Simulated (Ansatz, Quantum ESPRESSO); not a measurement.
**CaO [001], rock salt: pulling along c**

The c axis is held at a set length while the cell relaxes sideways. How do the lateral strain and the stress follow? The strained cell has c along the load; unstrained it is a = 3.3706 Å, b = 3.3706 Å, c = 4.7668 Å, α = 90.00°, β = 90.00°, γ = 90.00°, with 4 atoms.

Calculated with Ansatz 0.2.0, PBEsol, PAW files of the set soft_1, cutoff 600 eV, Fermi–Dirac smearing 0.02 eV, k-mesh 8×8×6, no spin polarisation, no spin-orbit coupling.

Relaxed positions at 0 %:

```csv
atom,x,y,z
Ca,0.0000,0.0000,0.0000
Ca,0.5000,0.5000,0.5000
O,0.0000,0.0000,0.5000
O,0.5000,0.5000,0.0000
```

| ε_c (%) | a (Å) | c (Å) | ε_a (%) | σ (GPa, tension positive) |
| --- | --- | --- | --- | --- |
| −3 | 3.3930 | 4.6238 | 0.665 | −7.38 |
| −2 | 3.3852 | 4.6714 | 0.434 | −4.62 |
| −1 | 3.3778 | 4.7191 | 0.212 | −2.17 |
| 0 | 3.3706 | 4.7668 | 0.000 | 0.00 |
| 1 | 3.3638 | 4.8144 | −0.203 | 1.91 |
| 3 | 3.3512 | 4.9098 | −0.576 | 5.07 |

**Question.** Fit both responses and give the free strain and the stress at +2 %, a row left out above.

Least squares with y = y0 + y1 ε + y2 ε² (ε in %) gives ε_a = 0.000 + (−0.2069) ε + (0.0050) ε² and σ = 0.00 + (2.069) ε + (−0.128) ε² GPa. The linear terms put the ratio of free to applied strain at −0.207 and the Young modulus at 207 GPa.

At +2 % the free strain comes out as −0.394 %. The run itself gives −0.397 %, so the estimate misses by 0.003 %, more than the largest misfit of the fitted rows (0.001 %).

The stress comes out as 3.63 GPa. The run itself gives 3.59 GPa, so the estimate misses by 0.04 GPa; the fitted rows themselves lie up to 0.03 GPa off the law.

Along a cube axis ν = C12/(C11 + C12) and Y = (C11 − C12)(C11 + 2C12)/(C11 + C12), so C11 = Y(1 − ν)/[(1 + ν)(1 − 2ν)] = 232 GPa and C12 = 61 GPa.

The negative ε² term means that the crystal stiffens in compression and softens in tension.

The same fit over all rows at other levels or in other programs gives the strain ratio = −0.206 with PBEsol (Quantum ESPRESSO, GBRV).

[Logs are printed without paths, hosts, clocks, repeated set-up lines and the standing remarks that a program may print on its own settings, such as how far it seeks lower states.]
